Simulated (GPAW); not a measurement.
# Ni (Fm-3m) in GPAW: notebook

One crystal, Ni, is run at these levels: PBE; tasks: one-shot levels on a semilocal density, band structure.

Everything below comes from runs of GPAW 26.7.0. Logs are shortened: lines on timing, memory, paths and dates and some standing lists are left out, and cuts for length are marked. The log counts tension as positive stress, the text compression.

## 1. The structure

Symmetry: Fm-3m, No. 225, cubic system. The conventional cell has a = 3.475 Å, b = 3.475 Å, c = 3.475 Å, α = 90.00°, β = 90.00°, γ = 90.00°. Ni (site symmetry m-3m) is surrounded by 12 Ni at 2.46 Å.

## 2. One-shot levels on a semilocal density, PBE, collinear spin, ferromagnetic start

Input file run.py:

```python
import numpy as np
import spglib
from ase import Atoms
from ase.dft.bandgap import bandgap
from ase.io import read, write
from ase.units import GPa
from gpaw import GPAW, PW
from gpaw.hybrids import NonSelfConsistentHybridXCCalculator
from gpaw.hybrids.energy import non_self_consistent_energy

atoms = read('Ni.cif')
cell, positions, numbers = spglib.find_primitive(
    (atoms.cell[:], atoms.get_scaled_positions(), atoms.numbers), symprec=1e-4)
atoms = Atoms(numbers, cell=cell, scaled_positions=positions, pbc=True)
atoms.set_initial_magnetic_moments([1.0])

calc = GPAW(mode=PW(500),
            xc='PBE',
            kpts={'size': (8, 8, 8), 'gamma': True},
            occupations={'name': 'fermi-dirac', 'width': 0.05},
            nbands=19,
            convergence={'density': 1e-05, 'energy': 1e-05, 'bands': 15, 'eigenstates': 1e-07},
            maxiter=150,
            txt='gpaw.txt')
atoms.calc = calc
energy = atoms.get_potential_energy()
forces = atoms.get_forces()
stress = atoms.get_stress()
calc.write('gs.gpw')
write('result.traj', atoms)
print(f'Energy: {energy:.6f} eV')
print('Forces (eV/A):')
print(forces.round(4))
print('Stress (GPa):', (stress / GPa).round(3))
print('Moments:', calc.get_magnetic_moments().round(3))
print('Fermi level:', round(calc.get_fermi_level(), 4), 'eV')
print(f'Gap: {bandgap(calc)[0]:.4f} eV, direct: {bandgap(calc, direct=True)[0]:.4f} eV')

for xc in ['HSE06', 'HSE03', 'PBE0']:
    e = non_self_consistent_energy(calc, xc).sum()
    print(f'{xc} energy on these orbitals: {e:.6f} eV')
    nsc = NonSelfConsistentHybridXCCalculator.from_dft_calculation(
        calc.dft, xc, log=f'levels-{xc}.txt')
    dft_skn, hyb_skn = nsc.calculate(calc.dft.ibzwfs, 0, 15)
    np.savetxt(f'levels-{xc}.dat', hyb_skn.reshape((-1, hyb_skn.shape[-1])), fmt='%.4f')
```

Input file Ni.cif:

```cif
data_Ni
_cell_length_a 3.47514587
_cell_length_b 3.47514587
_cell_length_c 3.47514587
_cell_angle_alpha 90.00000000
_cell_angle_beta 90.00000000
_cell_angle_gamma 90.00000000
_space_group_name_H-M_alt 'Fm-3m'
_space_group_name_Hall '-F 4 2 3'
_space_group_IT_number 225
loop_
_space_group_symop_operation_xyz
'x,y,z'
'-x,-y,-z'
'-y,x,z'
'y,-x,-z'
'-x,-y,z'
'x,y,-z'
'y,-x,z'
'-y,x,-z'
'x,-y,-z'
'-x,y,z'
'-y,-x,-z'
'y,x,z'
'-x,y,-z'
'x,-y,z'
'y,x,-z'
'-y,-x,z'
'z,x,y'
'-z,-x,-y'
'z,-y,x'
'-z,y,-x'
'z,-x,-y'
'-z,x,y'
'z,y,-x'
'-z,-y,x'
'-z,x,-y'
'z,-x,y'
'-z,-y,-x'
'z,y,x'
'-z,-x,y'
'z,x,-y'
'-z,y,x'
'z,-y,-x'
'y,z,x'
'-y,-z,-x'
'x,z,-y'
'-x,-z,y'
'-y,z,-x'
'y,-z,x'
'-x,z,y'
'x,-z,-y'
'-y,-z,x'
'y,z,-x'
'-x,-z,-y'
'x,z,y'
'y,-z,-x'
'-y,z,x'
'x,-z,y'
'-x,z,-y'
'x,y+1/2,z+1/2'
'-x,-y+1/2,-z+1/2'
'-y,x+1/2,z+1/2'
[... 62 lines left out ...]
'-z+1/2,-x,-y+1/2'
'z+1/2,-y,x+1/2'
'-z+1/2,y,-x+1/2'
'z+1/2,-x,-y+1/2'
'-z+1/2,x,y+1/2'
'z+1/2,y,-x+1/2'
'-z+1/2,-y,x+1/2'
'-z+1/2,x,-y+1/2'
'z+1/2,-x,y+1/2'
'-z+1/2,-y,-x+1/2'
'z+1/2,y,x+1/2'
'-z+1/2,-x,y+1/2'
'z+1/2,x,-y+1/2'
'-z+1/2,y,x+1/2'
'z+1/2,-y,-x+1/2'
'y+1/2,z,x+1/2'
'-y+1/2,-z,-x+1/2'
'x+1/2,z,-y+1/2'
'-x+1/2,-z,y+1/2'
'-y+1/2,z,-x+1/2'
'y+1/2,-z,x+1/2'
'-x+1/2,z,y+1/2'
'x+1/2,-z,-y+1/2'
'-y+1/2,-z,x+1/2'
'y+1/2,z,-x+1/2'
'-x+1/2,-z,-y+1/2'
'x+1/2,z,y+1/2'
'y+1/2,-z,-x+1/2'
'-y+1/2,z,x+1/2'
'x+1/2,-z,y+1/2'
'-x+1/2,z,-y+1/2'
'x+1/2,y+1/2,z'
'-x+1/2,-y+1/2,-z'
'-y+1/2,x+1/2,z'
'y+1/2,-x+1/2,-z'
'-x+1/2,-y+1/2,z'
'x+1/2,y+1/2,-z'
'y+1/2,-x+1/2,z'
'-y+1/2,x+1/2,-z'
'x+1/2,-y+1/2,-z'
'-x+1/2,y+1/2,z'
'-y+1/2,-x+1/2,-z'
'y+1/2,x+1/2,z'
'-x+1/2,y+1/2,-z'
'x+1/2,-y+1/2,z'
'y+1/2,x+1/2,-z'
'-y+1/2,-x+1/2,z'
'z+1/2,x+1/2,y'
'-z+1/2,-x+1/2,-y'
'z+1/2,-y+1/2,x'
'-z+1/2,y+1/2,-x'
'z+1/2,-x+1/2,-y'
'-z+1/2,x+1/2,y'
'z+1/2,y+1/2,-x'
'-z+1/2,-y+1/2,x'
'-z+1/2,x+1/2,-y'
'z+1/2,-x+1/2,y'
'-z+1/2,-y+1/2,-x'
'z+1/2,y+1/2,x'
'-z+1/2,-x+1/2,y'
'z+1/2,x+1/2,-y'
'-z+1/2,y+1/2,x'
'z+1/2,-y+1/2,-x'
'y+1/2,z+1/2,x'
'-y+1/2,-z+1/2,-x'
'x+1/2,z+1/2,-y'
'-x+1/2,-z+1/2,y'
'-y+1/2,z+1/2,-x'
'y+1/2,-z+1/2,x'
'-x+1/2,z+1/2,y'
'x+1/2,-z+1/2,-y'
'-y+1/2,-z+1/2,x'
'y+1/2,z+1/2,-x'
'-x+1/2,-z+1/2,-y'
'x+1/2,z+1/2,y'
'y+1/2,-z+1/2,-x'
'-y+1/2,z+1/2,x'
'x+1/2,-z+1/2,y'
'-x+1/2,z+1/2,-y'
loop_
_atom_site_label
_atom_site_type_symbol
_atom_site_symmetry_multiplicity
_atom_site_Wyckoff_symbol
_atom_site_fract_x
_atom_site_fract_y
_atom_site_fract_z
_atom_site_occupancy
Ni1 Ni 4 a 0.0000000000 0.0000000000 0.0000000000 1
```

Potentials or basis: GPAW PAW data sets (gpaw-data 1.2.1), pw.

Run with:

```console
$ OMP_NUM_THREADS=1 python run.py
```

gpaw.txt:

```text
__  _  _
 | _ |_)|_||  |
 |__||  | ||/\| - 26.7.0

Input parameters:
  mode=PW(ecut=500.0),
  convergence={'density': 1e-05, 'energy': 1e-05, 'bands': 15, 'eigenstates': 1e-07},
  kpts=MonkhorstPack(size=(8, 8, 8), gamma=True),
  maxiter=150,
  nbands=19,
  occupations=Occupations(name='fermi-dirac', width=0.05),
  xc=XC(name='PBE')

Diagonalizing LCAO Hamiltonian
Converting LCAO to pw mode

       Ni

Atoms  # Å, Bohr magnetons
|   | symbol |        x |        y |        z |    initial magnetic moments |
|---|--------|----------|----------|----------|-----------------------------|
| 0 |     Ni | 0.000000 | 0.000000 | 0.000000 | ( 0.0000,  0.0000,  1.0000) |

Unit cell  # Å
| periodic |        x |        y |        z |  lengths |    angles |
|----------|----------|----------|----------|----------|-----------|
|      yes | 0.000000 | 1.737573 | 1.737573 | 2.457299 | 60.000000 |
|      yes | 1.737573 | 0.000000 | 1.737573 | 2.457299 | 60.000000 |
|      yes | 1.737573 | 1.737573 | 0.000000 | 2.457299 | 60.000000 |

Number of symmetries: 48
Symmetry operations  # r_c * U_cc + t_c -> r_c
|    | kind |            matrix            |
|----|------|------------------------------|
|  0 |  σ   |  1, 0, 0,  1, 0,-1,  1,-1, 0 |
|  1 |  C2  |  1, 0, 0,  1,-1, 0,  1, 0,-1 |
|  2 |  E   |  1, 0, 0,  0, 1, 0,  0, 0, 1 |
|  3 |  σ   |  1, 0, 0,  0, 0, 1,  0, 1, 0 |
|  4 |  C4  |  1, 0,-1,  1, 0, 0,  1,-1, 0 |
|  5 |  S6  |  1, 0,-1,  1,-1, 0,  1, 0, 0 |
|  6 |  σ   |  1, 0,-1,  0, 1,-1,  0, 0,-1 |
|  7 |  C3  |  1, 0,-1,  0, 0,-1,  0, 1,-1 |
|  8 |  S6  |  1,-1, 0,  1, 0, 0,  1, 0,-1 |
|  9 |  C4  |  1,-1, 0,  1, 0,-1,  1, 0, 0 |
| 10 |  C3  |  1,-1, 0,  0,-1, 1,  0,-1, 0 |
| 11 |  σ   |  1,-1, 0,  0,-1, 0,  0,-1, 1 |
| 12 |  σ   |  0, 1, 0,  1, 0, 0,  0, 0, 1 |
| 13 |  C4  |  0, 1, 0,  0, 1,-1, -1, 1, 0 |
| 14 |  C3  |  0, 1, 0,  0, 0, 1,  1, 0, 0 |
| 15 |  S6  |  0, 1, 0, -1, 1, 0,  0, 1,-1 |
| 16 |  C2  |  0, 1,-1,  1, 0,-1,  0, 0,-1 |
| 17 |  σ   |  0, 1,-1,  0, 1, 0, -1, 1, 0 |
| 18 |  S4  |  0, 1,-1,  0, 0,-1,  1, 0,-1 |
| 19 |  C4  |  0, 1,-1, -1, 1, 0,  0, 1, 0 |
| 20 |  C3  |  0, 0, 1,  1, 0, 0,  0, 1, 0 |
| 21 |  σ   |  0, 0, 1,  0, 1, 0,  1, 0, 0 |
| 22 |  S6  |  0, 0, 1,  0,-1, 1, -1, 0, 1 |
| 23 |  C4  |  0, 0, 1, -1, 0, 1,  0,-1, 1 |
| 24 |  S4  |  0, 0,-1,  1, 0,-1,  0, 1,-1 |
| 25 |  C3  |  0, 0,-1,  0, 1,-1,  1, 0,-1 |
| 26 |  C2  |  0, 0,-1,  0,-1, 0, -1, 0, 0 |
| 27 |  S6  |  0, 0,-1, -1, 0, 0,  0,-1, 0 |
| 28 |  S4  |  0,-1, 1,  1,-1, 0,  0,-1, 0 |
| 29 |  C4  |  0,-1, 1,  0, 0, 1, -1, 0, 1 |
| 30 |  C2  |  0,-1, 1,  0,-1, 0,  1,-1, 0 |
| 31 |  σ   |  0,-1, 1, -1, 0, 1,  0, 0, 1 |
| 32 |  C3  |  0,-1, 0,  1,-1, 0,  0,-1, 1 |
| 33 |  S6  |  0,-1, 0,  0, 0,-1, -1, 0, 0 |
| 34 |  S4  |  0,-1, 0,  0,-1, 1,  1,-1, 0 |
| 35 |  C2  |  0,-1, 0, -1, 0, 0,  0, 0,-1 |
| 36 |  C2  | -1, 1, 0,  0, 1, 0,  0, 1,-1 |
| 37 |  S6  | -1, 1, 0,  0, 1,-1,  0, 1, 0 |
| 38 |  S4  | -1, 1, 0, -1, 0, 1, -1, 0, 0 |
| 39 |  C3  | -1, 1, 0, -1, 0, 0, -1, 0, 1 |
| 40 |  S6  | -1, 0, 1,  0, 0, 1,  0,-1, 1 |
| 41 |  C2  | -1, 0, 1,  0,-1, 1,  0, 0, 1 |
| 42 |  C3  | -1, 0, 1, -1, 1, 0, -1, 0, 0 |
| 43 |  S4  | -1, 0, 1, -1, 0, 0, -1, 1, 0 |
| 44 |  C2  | -1, 0, 0,  0, 0,-1,  0,-1, 0 |
| 45 |  i   | -1, 0, 0,  0,-1, 0,  0, 0,-1 |
| 46 |  σ   | -1, 0, 0, -1, 1, 0, -1, 0, 1 |
| 47 |  C2  | -1, 0, 0, -1, 0, 1, -1, 1, 0 |

BZ-sampling:
  Number of BZ points: 512
  Number of IBZ points: 29

  Monkhorst-Pack size: [8, 8, 8]
  Monkhorst-Pack shift: [0.0625, 0.0625, 0.0625]

K-points  # in reciprocal-cell coordinates
|     |                                coordinates |     weight |
|-----|--------------------------------------------|------------|
|   0 | (  0.00000000,   0.00000000,   0.00000000) | 0.00195312 |
|   1 | (  0.12500000,   0.12500000,   0.00000000) | 0.01171875 |
|   2 | (  0.12500000,   0.12500000,   0.12500000) | 0.01562500 |
|   3 | (  0.25000000,   0.12500000,   0.12500000) | 0.02343750 |
|   4 | (  0.25000000,   0.25000000,   0.00000000) | 0.01171875 |
|   5 | (  0.25000000,   0.25000000,   0.12500000) | 0.04687500 |
|   6 | (  0.25000000,   0.25000000,   0.25000000) | 0.01562500 |
|   7 | (  0.37500000,   0.25000000,  -0.37500000) | 0.04687500 |
|   8 | (  0.37500000,   0.25000000,   0.12500000) | 0.04687500 |
|   9 | (  0.37500000,   0.25000000,   0.25000000) | 0.04687500 |
| ... |                                            |            |
|  28 | (  0.50000000,   0.50000000,   0.50000000) | 0.00781250 |

Plane wave coefficients: 283
Cutoff: 500.0 eV

Spin-components: 2 (collinear spins)
Bands:           19
Projectors:      6
Spin-degeneracy: 1
Datatype:        complex128

Parallelization:
  kpt:    1
  domain: 1
  band:   1

Density:
  Valence electrons: 16.0
  Components: 2
  Grid points: [14 14 14]
  Charge: 0.0  # |e|

Potential:
  Grid points: [14 14 14]

species:
  Ni:
    name:    Nickel
    Z:       28.0
    valence: 16
    core:    12
    charge:  0.0  # [|e|]
    compensation charges:
      type: gauss
      rc: 0.36  # [Å]
      lmax: 2
    cutoffs:
      filter: 2.14  # [Å]
      core: 1.98  # [Å]
    projectors
    | kind |    occ | energy [eV] | rcut [Å] |
    |------|--------|-------------|----------|
    |   4s |  2.000 |      -5.642 |    1.164 |
    |   3p |  6.000 |     -71.394 |    1.207 |
    |   4p |  0.000 |      -1.226 |    1.207 |
    |   3d |  8.000 |      -8.875 |    1.138 |
    |    s |        |      21.570 |    1.164 |
    |    d |        |      18.337 |    1.138 |

    Using partial waves for Ni as LCAO basis

Reference energy: -41367.998447  # eV

eigensolver:
  PPCG
  Converge bands: 15
  niter=2

density mixing:
  MSR1-Mixer
  Pratt-step length: 0.05
  Maximum mixing coefficient: 0.75
  Old densities: 10
  SVD Regularization: 0.005
  Good broyden scale: 1.0
  Trust region scale: 1.0
  Backstep threshold: 4.0
  History deletion threshold: 6.0
  Fourier metric: weight=20.0, sigma=0.015

occupation numbers:
  Fermi-Dirac:
    width: 0.0500  # eV

poisson solver:
  ecut: 4000.0  # eV

xc functional:
  name: PBE with 2 nearest neighbor stencil

convergence criteria:
- Maximum integral of absolute [dens]ity change: 1e-05 electrons / valence electron
- Maximum [total energy] change in last 3 cyles: 1e-05 eV / valence electron
- Maximum integral of absolute [eigenst]ate change: 1e-07 eV^2 / valence electron
maximum number of iterations: 150

SCF iterations
|iter     | |      energy | eigst |  dens |  magmom |
|---------|-|-------------|-------|-------|---------|
|iter:   1| |   -7.148959 | +2.09 |       |  +1.0009|
|iter:   2| |   -7.157980 | -0.22 | -1.49 |  +0.9858|
|iter:   3| |   -7.256817 | -1.70 | -1.52 |  +0.7901|
|iter:   4| |   -7.268485 | -2.26 | -1.91 |  +0.6791|
|iter:   5| |   -7.268229 | -3.88 | -2.47 |  +0.7019|
|iter:   6| |   -7.268324 | -5.34 | -2.97 |  +0.7004|
|iter:   7| |   -7.268364c| -5.38 | -3.20 |  +0.6995|
|iter:   8| |   -7.268363c| -7.83c| -4.00 |  +0.6993|
|iter:   9| |   -7.268364c| -8.10c| -4.33 |  +0.6992|
|iter:  10| |   -7.268364c| -8.66c| -5.62c|  +0.6992|

Converged in 10 steps
Energy contributions relative to reference atoms: (reference = -41367.998447)

Energy contributions:
  Kinetic:           8.070370
  Coulomb:          -5.877509
  Zero:              0.085757
  External:          0.000000
  Xc:               -9.539892
  Entropy:          -0.014178
  Spinorbit:         0.000000
  ----------------------------
  Free energy:      -7.275452
  Extrapolated:     -7.268364

dipole moment: (-7.132604, -7.132604, -7.132604)  # |e|*Ang

Total magnetic moment: (0.000000, 0.000000, 0.699200)

Local magnetic moments
|        x |        y |        z |
|----------|----------|----------|
| 0.000000 | 0.000000 | 0.734568 |  # Ni   0

Fermi level: 9.067
Eigenvalues  # (at kpt = [0.000, 0.000, 0.000])
| band index |      eig [eV] | occ [0-1] |      eig [eV] | occ [0-1] |
|------------|---------------|-----------|---------------|-----------|
|          0 |       -55.034 |     1.000 |       -54.128 |     1.000 |
|          1 |       -55.034 |     1.000 |       -54.128 |     1.000 |
|          2 |       -55.034 |     1.000 |       -54.128 |     1.000 |
|          3 |        -0.408 |     1.000 |        -0.431 |     1.000 |
|          4 |         6.417 |     1.000 |         7.249 |     1.000 |
|          5 |         6.417 |     1.000 |         7.249 |     1.000 |
[... 9 lines left out ...]
|         15 |        39.616 |     0.000 |        39.781 |     0.000 |
|         16 |        42.967 |     0.000 |        42.817 |     0.000 |
|        ... |               |           |               |           |
|         18 |        49.180 |     0.000 |        49.360 |     0.000 |

No gap
No difference between direct/indirect transitions

Forces  # eV/Ang
|        x |        y |        z |
|----------|----------|----------|
| -0.00000 | -0.00000 | -0.00000 |  # Ni   0

Stress tensor  # eV/Ang^3
|         x |         y |         z |
|-----------|-----------|-----------|
| -0.065580 | -0.000000 | -0.000000 |
| -0.000000 | -0.065580 |  0.000000 |
| -0.000000 |  0.000000 | -0.065580 |

# Writing to gs.gpw (mode='')
```

Run time: 19 min. Hardware: 1 thread of AMD EPYC 9R14 (Zen 4), shared host; peak memory 1 GiB.

What came out:

| Property | Result |
| --- | --- |
| Free energy | -7.2755 eV |
| Pressure | 10.5 GPa |
| Band gap on the k mesh | none (metal or under the smearing width) |
| Net moment | 0.70 μB per cell |
| Site moments | Ni +0.73 μB |

Levels at points of the mesh, in eV from the Fermi level:
Spin up:
```
           k point  band 6  band 7  band 8  band 9  band 10  band 11
(0.00, 0.00, 0.00)   -2.65   -2.65   -1.39   -1.39    23.94    27.86
(0.50, 0.50, 0.00)   -0.61   -0.51   -0.51    2.25     9.52    14.93
(0.50, 0.50, 0.50)   -2.64   -0.66   -0.66   -0.59     5.90    22.37
```
Spin down:
| k point | band 5 | band 6 | band 7 | band 8 | band 9 | band 10 |
| --- | --- | --- | --- | --- | --- | --- |
| (0.00, 0.00, 0.00) | -1.82 | -1.82 | -1.82 | -0.71 | -0.71 | 23.74 |
| (0.50, 0.50, 0.00) | -3.85 | 0.10 | 0.45 | 0.45 | 2.22 | 9.83 |
| (0.50, 0.50, 0.50) | -1.95 | -1.95 | -0.64 | 0.19 | 0.19 | 6.40 |

Caveat: the k mesh is coarse (spacing up to 0.39 Å⁻¹), so the values aren't converged; the cutoff is short for stress and forces, so pressures can be off by a GPa or more; the stock nickel data set gives pressures a few GPa off other programs; one-shot exact exchange on a metal's smeared states is rough.

## 3. Band structure, PBE, collinear spin, ferromagnetic start

Input file run.py:

```python
from ase.dft.bandgap import bandgap
from ase.io import read, write
from ase.units import GPa
from gpaw import GPAW, PW, setup_paths

setup_paths.insert(0, '.')

atoms = read('POSCAR')
atoms.set_initial_magnetic_moments([1.0])

calc = GPAW(mode=PW(600),
            xc='PBE',
            kpts={'size': (11, 11, 11), 'gamma': True},
            occupations={'name': 'fermi-dirac', 'width': 0.05},
            nbands=17,
            convergence={'density': 1e-05, 'energy': 1e-05},
            maxiter=150,
            txt='gpaw.txt')
atoms.calc = calc
energy = atoms.get_potential_energy()
forces = atoms.get_forces()
stress = atoms.get_stress()
calc.write('gs.gpw')
write('result.traj', atoms)
print(f'Energy: {energy:.6f} eV')
print('Forces (eV/A):')
print(forces.round(4))
print('Stress (GPa):', (stress / GPa).round(3))
print('Moments:', calc.get_magnetic_moments().round(3))
print('Fermi level:', round(calc.get_fermi_level(), 4), 'eV')
print(f'Gap: {bandgap(calc)[0]:.4f} eV, direct: {bandgap(calc, direct=True)[0]:.4f} eV')

path = atoms.cell.bandpath('GXWKGLUWLK,UX', npoints=80, eps=1e-4)
bs_calc = calc.fixed_density(kpts=path, symmetry='off', nbands=25,
                             convergence={'bands': 'CBM+6.0', 'eigenstates': 1e-6}, txt='bands.txt')
bs = bs_calc.band_structure()
bs.write('bs.json')
print(f'Gap on the path: {bandgap(bs_calc)[0]:.4f} eV')
```

Input file POSCAR:

```
Ni
1.0
    0.0000000000      1.7375729330      1.7375729330
    1.7375729330      0.0000000000      1.7375729330
    1.7375729330      1.7375729330      0.0000000000
Ni
1
Direct
    0.0000000000      0.0000000000      0.0000000000
```

Potentials or basis: PAW data sets generated in the run's folder for this functional, pw.

Run with:

```console
$ gpaw-setup -f PBE Ni
$ OMP_NUM_THREADS=1 python run.py
```

Run time: 18 s. Hardware: 1 thread of AMD EPYC 9R14 (Zen 4), shared host; peak memory 0.18 GiB.

The run converged. Its results:

```
Free energy             : -7.2793 eV
Pressure                : 10.2 GPa
Band gap along the path : none (metal or under the smearing width)
Net moment              : 0.58 μB per cell
Site moments            : Ni +0.61 μB
```

Levels at the corners of the path, in eV from the Fermi level:
Spin up:
| point | band 5 | band 6 | band 7 | band 8 | band 9 | band 10 |
| --- | --- | --- | --- | --- | --- | --- |
| Γ | -2.56 | -2.56 | -2.56 | -1.30 | -1.30 | 23.94 |
| X | -4.44 | -0.52 | -0.41 | -0.41 | 2.27 | 9.57 |
| W | -3.27 | -3.27 | -1.38 | -0.41 | 7.88 | 7.88 |
| K | -3.96 | -2.25 | -1.13 | -0.69 | 5.81 | 7.43 |
| Γ | -2.56 | -2.56 | -2.56 | -1.30 | -1.30 | 23.94 |
| L | -2.55 | -2.55 | -0.58 | -0.56 | -0.56 | 5.96 |
| U | -3.96 | -2.25 | -1.13 | -0.69 | 5.81 | 7.43 |
| W | -3.27 | -3.27 | -1.38 | -0.41 | 7.88 | 7.88 |
| L | -2.55 | -2.55 | -0.58 | -0.56 | -0.56 | 5.96 |
| K | -3.96 | -2.25 | -1.13 | -0.69 | 5.81 | 7.43 |
| U | -3.96 | -2.25 | -1.13 | -0.69 | 5.81 | 7.43 |
| X | -4.44 | -0.52 | -0.41 | -0.41 | 2.27 | 9.57 |
Spin down:
```tsv
point	band 4	band 5	band 6	band 7	band 8	band 9	band 10
Γ	-9.50	-1.85	-1.85	-1.85	-0.74	-0.74	23.75
X	-4.64	-3.87	0.07	0.42	0.42	2.22	9.82
W	-3.68	-2.71	-2.71	-0.85	0.42	8.06	8.06
K	-3.85	-3.46	-1.68	-0.58	0.12	6.02	7.61
Γ	-9.50	-1.85	-1.85	-1.85	-0.74	-0.74	23.75
L	-4.73	-1.97	-1.97	-0.65	0.16	0.16	6.38
U	-3.85	-3.46	-1.68	-0.58	0.12	6.02	7.61
W	-3.68	-2.71	-2.71	-0.85	0.42	8.06	8.06
L	-4.73	-1.97	-1.97	-0.65	0.16	0.16	6.38
K	-3.85	-3.46	-1.68	-0.58	0.12	6.02	7.61
U	-3.85	-3.46	-1.68	-0.58	0.12	6.02	7.61
X	-4.64	-3.87	0.07	0.42	0.42	2.22	9.82
```

Caveat: the stock nickel data set gives pressures a few GPa off other programs.
